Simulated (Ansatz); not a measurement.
Relaxed InN (zinc blende):

```yaml
crystal:
  lattice:
    - [0.00000, 2.52449, 2.52449]
    - [2.52449, 0.00000, 2.52449]
    - [2.52449, 2.52449, 0.00000]
  atoms:
    - { symbol: N, position: [0.75000, 0.75000, 0.75000] }
    - { symbol: In, position: [0.00000, 0.00000, 0.00000] }
```

Scan: atom 2 (In, nearest neighbour N at 2.186 Å; its periodic images, 3.6 Å or more away, move with it) is displaced along Cartesian x, direction (1.000, 0.000, 0.000) in Cartesian axes, by s. The other atoms stay.

Calculation: PBE (plane waves to 420 eV, PAW, scalar-relativistic; Ansatz, a first-principles code). k mesh 9×9×9 (Γ-centred), Fermi-Dirac smearing 0.05 eV. The energy includes the smearing's −TS. With partly filled bands, energies and forces of such displacements shift with the k mesh and the smearing. At this level the bands of InN touch or barely overlap; measurements give the solid a gap. InN was relaxed with its symmetry unable to fall. ΔE is measured from the undisplaced structure.

Successive frames, forces in eV/Å:

```json
[
 {"frame": "s = -0.220 Å", "ΔE (eV/cell)": "0.202", "F on N1": "(-1.784, 0.000, 0.000)", "F on In2": "(1.784, 0.000, 0.000)"},
 {"frame": "s = -0.176 Å", "ΔE (eV/cell)": "0.131", "F on N1": "(-1.458, 0.000, 0.000)", "F on In2": "(1.458, 0.000, 0.000)"},
 {"frame": "s = -0.132 Å", "ΔE (eV/cell)": "0.074", "F on N1": "(-1.112, 0.000, 0.000)", "F on In2": "(1.112, 0.000, 0.000)"},
 {"frame": "s = -0.088 Å", "ΔE (eV/cell)": "0.033", "F on N1": "(-0.750, 0.000, 0.000)", "F on In2": "(0.750, 0.000, 0.000)"}
]
```

Task: What are the energy and the forces in the next frame, s = -0.044 Å?

Result: ΔE (eV/cell) = 0.008.

```csv
atom,Fx,Fy,Fz
N1,-0.377,0.000,0.000
In2,0.377,0.000,0.000
```

(For displaced atoms, the force is minus the slope of the energy, and its curvature is a force constant, which sets phonon frequencies.)
